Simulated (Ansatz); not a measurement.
The cell is COD entry 9008568, as deposited and not checked against the literature; nothing was relaxed. The listed cell was then made from it by scaling, straining or moving an atom.

Sn: DFT, PBE, PAW with Ansatz's default frozen-core files, scalar-relativistic (Ansatz 0.2.0). What sets it apart from a plain run of this crystal: equal xx and yy strain of +3 %.

Command: `ansatz run input.yaml --threads 1 --pin off --max-ram 3072MiB --backend cpu --events-out ev --progress --plain --runs-dir out` The run took 7.3 s on 1 thread of Arm Neoverse V1, on a shared host, peak memory 0.4 GiB.

```yaml
crystal:
  lattice:
    - [0.0, 3.342968, 3.2456]
    - [3.342968, 0.0, 3.2456]
    - [3.342968, 3.342968, 0.0]
  atoms:
    - { symbol: Sn, position: [0.5, 0.5, 0.5] }
    - { symbol: Sn, position: [0.75, 0.75, 0.75] }
kpoints:
  mp_grid: { grid: [9, 9, 9] }
scf:
  occupations: { method: fermi_dirac, width: 0.03 }
hamiltonian:
  xc: pbe
  pseudopotentials: { kind: paw }
output:
  forces: true
  stress: true
  eigenvalues: true
  efg: { contact_densities: true }
```

Output (standing set-up lines are left out):

```
Crystal: 2 atoms, lattice volume = 72.542 Å³
Basis set: ecut = 420 eV, 1419 PW (Γ), exchange–correlation on 64×64×64 points (8 copies of the dense FFT grid, shifted against one another)
Symmetry: 16 space group operations
Space group: I41/amd (ITA 141), of the structure as read, at distance tolerance 4.2e-5 Å
k-points: 75 of 729
SCF iter   1: F=—  HF=-12048.416079 eV  |F-HF|=—  |Δ(HF+E_count)|=         —  Δρ=8.12e-4  dr2=8.59e-4  ethr=1.77e-3  ⟨swp⟩=6.1  Hψ=7236  notcnv=0
preconditioner: auto → Kerker (q_TF=auto, 2.328 Å⁻¹)  [metal: Δε(μ)=0.092 eV  Ē_g=19.922 eV  σ=0.030 eV  W_gap=0.48  n_scr=14 (ndim 8)  ℏωp=23.1 eV  f_vac=0.115  D(μ)=0.41/eV (n_scr^D=0)]
SCF iter   2: F=—  HF=-12048.415037 eV  |F-HF|=—  |Δ(HF+E_count)|=   1.04e-3  Δρ=6.14e-4  dr2=6.99e-4  ethr=3.07e-6  ⟨swp⟩=2.1  Hψ=2985  notcnv=0
SCF iter   3: F=—  HF=-12048.415128 eV  |F-HF|=—  |Δ(HF+E_count)|=   9.12e-5  Δρ=3.54e-4  dr2=2.73e-4  ethr=2.50e-6  ⟨swp⟩=2.8  Hψ=2451  notcnv=0
SCF iter   4: F=—  HF=-12048.415264 eV  |F-HF|=—  |Δ(HF+E_count)|=   1.36e-4  Δρ=2.63e-4  dr2=5.40e-5  ethr=9.75e-7  ⟨swp⟩=3.0  Hψ=2406  notcnv=0
SCF iter   5: F=—  HF=-12048.415297 eV  |F-HF|=—  |Δ(HF+E_count)|=   3.27e-5  Δρ=1.43e-4  dr2=1.13e-5  ethr=1.93e-7  ⟨swp⟩=2.0  Hψ=1650  notcnv=0
SCF iter   6: F=—  HF=-12048.415294 eV  |F-HF|=—  |Δ(HF+E_count)|=   2.33e-6  Δρ=1.70e-5  dr2=1.97e-7  ethr=4.02e-8  ⟨swp⟩=2.0  Hψ=2395  notcnv=0
SCF iter   7: F=-12048.415295 eV  HF=-12048.415295 eV  |F-HF|=8.95e-9  |Δ(HF+E_count)|=   1.11e-7  Δρ=2.47e-6  dr2=2.78e-9  ethr=3.57e-10  ⟨swp⟩=6.5  Hψ=6476  notcnv=0
SCF 1 converged in 7 iterations: F = -12048.415295 eV  dr2 = 2.78e-9
  greatest PAW one-centre occupation: 0.990 electrons in one spin orbital (limit 2), on the Sn atom at site 1 (counted from 0), in its partial waves of l = 2
SCF converged after 7 iterations
Free energy (F): -12048.415295 eV
Harris-Foulkes:  -12048.415295 eV  (|F-HF|=8.95e-9)
Internal energy: -12048.414116 eV  (E = F + TS)
E sigma→0 (E₀):  -12048.414705 eV
Entropy (-TS):   -0.001179 eV (-0.589 meV/atom)
Fermi energy:    7.029471 eV
--- Per-component energies (eV) ---
  E_band       = -265.643441
  E_kinetic    = 373.394364
  E_local      = -2374.420206  (includes V_loc(G=0)·N_el)
  E_nonlocal   = -64.116554
  E_hartree    = 1352.473037
  E_xc         = -763.632691
  E_vxc        = -190.371723  (∫ρ·V_xc dr)
  E_paw        = -8275.363751  (= ΣΔE_a)
  E_vpaw       = -715.077399  (= ΣTr[D̂ρ^β])
  E_aug_tail   = -0.000001  (compensation charges beyond the density's cutoff)
  E_ewald      = -2296.748315
  E_smearing   = -0.001179  (= −TS)
  E_closure    = -0.000000  (closes the sum)
  Σ components = -12048.415295   (vs F -12048.415295, Δ=0.00e0)
--- Forces (eV/Å), atoms counted from 1 ---
  atom   1  Sn     0.00000000     0.00000000     0.00000000
  atom   2  Sn    -0.00000000     0.00000000     0.00000000
  max |Σ_I F_I| component: 6.94e-18 eV/Å
--- Stress (GPa, compression-positive) ---
        0.342430       0.000000       0.000000
        0.000000       0.342430       0.000000
        0.000000       0.000000       1.107648
  P = ⅓ Tr σ = 0.5975 GPa (5.975 kbar)
--- PAW observables at the nuclei: V_zz in 10²¹ V/m², potentials from the cell's mean, atoms counted from 1 ---
  atom   1  Sn V_zz =    +0.598493   η = 0.0000   by run symmetry: allowed
            electrostatic potential = -8170.162303 V   contact ρ = 1236377.529423 e/Å³
  atom   2  Sn V_zz =    +0.598493   η = 0.0000   by run symmetry: allowed
            electrostatic potential = -8170.162303 V   contact ρ = 1236377.529423 e/Å³
--- Band table (eV; the first three rows and the last of 75) ---
  k-point 0: bands = ["-14.4912", "-14.4816", "-14.4816", "-14.4347", "-14.4318", "-14.1751", "-14.1751", "-14.1725", "-14.1621", "-14.1595", "-3.1241", "6.0430", "7.1169", "7.1169", "7.2990", "9.1659", "9.2861", "9.2861"]
  k-point 1: bands = ["-14.4964", "-14.4891", "-14.4814", "-14.4238", "-14.4216", "-14.1922", "-14.1884", "-14.1720", "-14.1510", "-14.1477", "-3.0119", "4.9859", "6.9012", "7.0264", "7.5320", "9.4599", "9.5562", "9.7364"]
  k-point 2: bands = ["-14.5078", "-14.5002", "-14.4756", "-14.4048", "-14.4033", "-14.2108", "-14.2048", "-14.1799", "-14.1396", "-14.1329", "-2.6852", "3.4649", "6.5021", "6.6529", "7.3919", "9.9842", "10.0094", "11.0003"]
  k-point 74: bands = ["-14.5306", "-14.5226", "-14.4033", "-14.3851", "-14.2993", "-14.2945", "-14.2549", "-14.2374", "-14.1141", "-14.1061", "-0.2419", "-0.0721", "4.4428", "4.7874", "7.9163", "8.4576", "13.8256", "14.0128"]
```
